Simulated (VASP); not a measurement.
The system is BN.

```xyz
2
Lattice="0.0000 1.8130 1.8130 1.8130 0.0000 1.8130 1.8130 1.8130 0.0000" Properties=species:S:1:pos:R:3 pbc="T T T"
N     0.9065    0.9065    0.9065
B     0.0000    0.0000    0.0000
```

The cell is a database's computed one.

```yaml
Program: VASP 6.6.1
Task: relaxation of cell and atoms
Functional: revPBE
Dispersion: D3(BJ)
Potentials_or_basis: VASP PAW PBE potentials, release 64 (N, B)
Cutoff: 600 eV
k_mesh: 13 × 13 × 13
Occupations: fermi-dirac, width 0.05 eV
Spin: no spin polarisation
```

At the start: pressure -7.4 GPa; volume 5.96 Å³/atom.

Task: Where does the relaxation end?

Result: Over 3 steps the energy falls by 2.8 meV/atom and the volume is 5.84 Å³/atom (-2.0 %); space group F-43m (No. 216, to 0.05 Å).

Step by step:
```tsv
step	energy change (eV)	largest force (eV/Å)	pressure (GPa)	volume (Å³)
1	0.0000	0.0000	-7.38	11.92
2	0.0001	0.0000	7.95	11.45
3	-0.0056	0.0000	-0.01	11.68
```

Final structure:
```cif
data_structure
_symmetry_space_group_name_H-M 'P 1'
_symmetry_Int_Tables_number 1
_cell_length_a 2.5469
_cell_length_b 2.5469
_cell_length_c 2.5469
_cell_angle_alpha 60.000
_cell_angle_beta 60.000
_cell_angle_gamma 60.000
_cell_volume 11.68
loop_
_atom_site_label
_atom_site_type_symbol
_atom_site_fract_x
_atom_site_fract_y
_atom_site_fract_z
_atom_site_occupancy
N1 N 0.25000 0.25000 0.25000 1
B1 B 0.00000 0.00000 0.00000 1
```

Caveat: the PAW data sets were made with another functional, which shifts forces and pressure a little.
